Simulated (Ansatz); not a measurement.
TiAl$_{3}$: how the energy converges with the cutoff

TiAl$_{3}$, Pmm2, a = 2.840 Å, b = 4.681 Å, c = 4.901 Å. This isn't the usual stable structure of the compound. Ansatz: PBE, PAW, cutoff varied, Γ-centred 14×10×10 mesh on 4 atoms, Gaussian smearing 0.10 eV; no spin polarisation. Single points at one geometry, the cutoff alone changed; ΔE is the energy at zero smearing over the run at 850 eV (runs within 0.3 meV/atom of it are left out). The runs up to 380 eV lie under the cutoff recommended for these PAW datasets.

```
cutoff (eV)  ΔE (meV/atom)
        150        6280.15
        200              ?
        250         323.64
        300          52.69
        350           8.13
        380           2.84
        420           0.83
        460           0.40
```

Question: Assume ΔE falls exponentially with the cutoff, fit y = ln ΔE against x, the cutoff in eV, to the other rows, and predict the missing value.

Answer: y = 8.745, 5.780, 3.964, 2.096, 1.044, -0.186, -0.916. Means x = 330.0, y = 2.9324; Σ(Δx)² = 67600, ΣΔxΔy = -2197; the slope is their ratio. y = 13.66 − 0.03250 x, a factor of ten per 71 eV. At 200 eV this gives ΔE = 1286.91 meV/atom. The run gave 1601.69, a ratio of 0.80. Between neighbouring rows the decay runs from a factor of ten per 62 eV to one per 126 eV, so one exponential is only a rough guide. The fast fall gives way to a slow tail, so a fit to low cutoffs promises convergence too early.